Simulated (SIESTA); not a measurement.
InSe:

```
In Se
1.0
     5.82639   -2.05465    0.00000
     5.82639    2.05465    0.00000
    -1.72323    0.00000    4.77135
In Se
2 2
Cartesian
  10.2693 0.0000 0.2235
  -0.3398 0.0000 4.5479
  6.5489 0.0000 3.1918
  3.3807 0.0000 1.5795
```

The cell comes from a database or a generator and needn't be the stable form of this composition.

Base run:

```yaml
Program: SIESTA 5.4.2
Functional: LDA
Potentials_or_basis: PseudoDojo 0.4 standard (LDA files)
Basis: DZP (energy shift 0.003 Ry; two zetas on semicore shells)
Grid_cutoff: 500 Ry
Energy_shift: 0.003 Ry
k_mesh: 7 × 7 × 6
Occupations: fermi-dirac, width 0.05 eV
Spin: no spin polarisation
```

Its results: band gap on the k mesh 1.07 eV, indirect (least direct gap 1.09 eV); pressure -2.0 GPa; largest force 0.243 eV/Å.

Task: The run is repeated on the same cell with these changes: functional from LDA to PBEsol; potentials or basis from PseudoDojo 0.4 standard (LDA files) to PseudoDojo 0.4 standard (PBEsol files). What comes out?

Result: Band gap on the k mesh 1.15 eV, indirect (least direct gap 1.18 eV); pressure -0.3 GPa; largest force 0.338 eV/Å.

Caveats: spin-orbit coupling is left out, which moves the levels of the heavy elements; the basis of atomic orbitals isn't converged, which shifts pressures, moduli and gaps.
